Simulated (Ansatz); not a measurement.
# As under changes of volume

One of the cells (21.530 Å³/atom); the others are scaled copies at fixed shape and fractional positions:

```xyz
2
Lattice="1.8808 1.0859 3.5141 -1.8808 1.0859 3.5141 0.0000 -2.1718 3.5141" Properties=species:S:1:pos:R:3 pbc="T T T"
As    0.0000    0.0000    2.3825
As    0.0000    0.0000    8.1597
```

| Item | Value |
| --- | --- |
| Program | Ansatz 0.2.0 |
| Functional | LDA |
| Potentials or basis | Ansatz PAW |
| Cutoff | 420 eV (not typed: the program's choice for these potentials) |
| k mesh | 9 × 9 × 9 |
| Occupations | fermi-dirac, width 0.05 eV |
| Spin | no spin polarisation |

| volume (Å³/atom) | energy over the lowest point (meV/atom) | pressure (GPa) | largest force (eV/Å) |
| --- | --- | --- | --- |
| 20.239 | 10.70 | 3.9 | 0.698 |
| 20.669 | 2.87 | 2.0 | 0.543 |
| 21.100 | 0.00 | 0.2 | 0.397 |
| 21.530 | 1.59 | -1.4 | 0.261 |
| 21.961 | 7.21 | -2.8 | 0.134 |
| 22.392 | ? | ? | ? |
| 22.822 | 28.97 | -5.2 | 0.099 |

Question: What does the run at 22.392 Å³/atom give?

Answer: Energy over the lowest point 16.46 meV/atom; pressure -4.1 GPa; largest force 0.014 eV/Å.

Worked out: A Birch-Murnaghan fit of order 3 (a polynomial in V^(-2/3)) to the other rows has its minimum at 21.15 Å³/atom with B0 = V·E''(V) = 81 GPa and B' = 4.1 at fixed shape and positions, which overstates the stiffness. It gives 16.47 meV/atom at 22.392 Å³/atom, against the run's 16.46, and -dE/dV = -4.1 GPa, against -4.1.

Energies are extrapolated to zero smearing.

Caveats: the PAW data sets come from PBE, with cores solved anew for the run's functional, which leaves a small shift of forces and pressure.
